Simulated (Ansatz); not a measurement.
## Where the states of Mg2Sn lie

```cif
data_structure
_symmetry_space_group_name_H-M 'Fm-3m'
_symmetry_Int_Tables_number 225
_cell_length_a 6.7590
_cell_length_b 6.7590
_cell_length_c 6.7590
_cell_angle_alpha 90.000
_cell_angle_beta 90.000
_cell_angle_gamma 90.000
_cell_volume 308.78
loop_
_atom_site_label
_atom_site_type_symbol
_atom_site_symmetry_multiplicity
_atom_site_Wyckoff_symbol
_atom_site_fract_x
_atom_site_fract_y
_atom_site_fract_z
_atom_site_occupancy
Mg1 Mg 8 c 0.25000 0.75000 0.75000 1
Sn1 Sn 4 a 0.00000 0.00000 0.00000 1
```

The runs use the primitive cell with vectors (0.000, 3.380, 3.380), (3.380, 0.000, 3.380), (3.380, 3.380, 0.000) Å, to which the k mesh refers.

The cell is COD entry 1537878, as deposited and not checked against the literature; nothing was relaxed.

Spin–orbit coupling is left out, though it moves levels of the heavy atoms by tenths of an eV or more.

The calculation used DFT, PBE, all-electron LAPW, scalar-relativistic in Ansatz 0.2.0.

Numerical set-up: a Γ-centred 9×9×9 k mesh, Fermi–Dirac smearing of 0.08 eV, basis error target 0.5 meV/atom, no spin polarisation.

States per eV and cell, averaged over 0.4 eV, from -4.6 to 1.6 eV, with energies (bin centres) from the Fermi level; empty bins are left out. 

```json
{"E (eV)": "-4.5", "total": "0.75"}
{"E (eV)": "-4.1", "total": "2.31"}
{"E (eV)": "-3.7", "total": "0.84"}
{"E (eV)": "-3.3", "total": "1.26"}
{"E (eV)": "-2.9", "total": "1.14"}
{"E (eV)": "-2.5", "total": "1.25"}
{"E (eV)": "-2.1", "total": "1.79"}
{"E (eV)": "-1.7", "total": "1.84"}
{"E (eV)": "-1.3", "total": "1.67"}
{"E (eV)": "-0.9", "total": "1.39"}
{"E (eV)": "-0.5", "total": "0.60"}
{"E (eV)": "-0.1", "total": "0.18"}
{"E (eV)": "0.3", "total": "0.28"}
{"E (eV)": "0.7", "total": "0.75"}
{"E (eV)": "1.1", "total": "1.50"}
{"E (eV)": "1.5", "total": "2.52"}
```
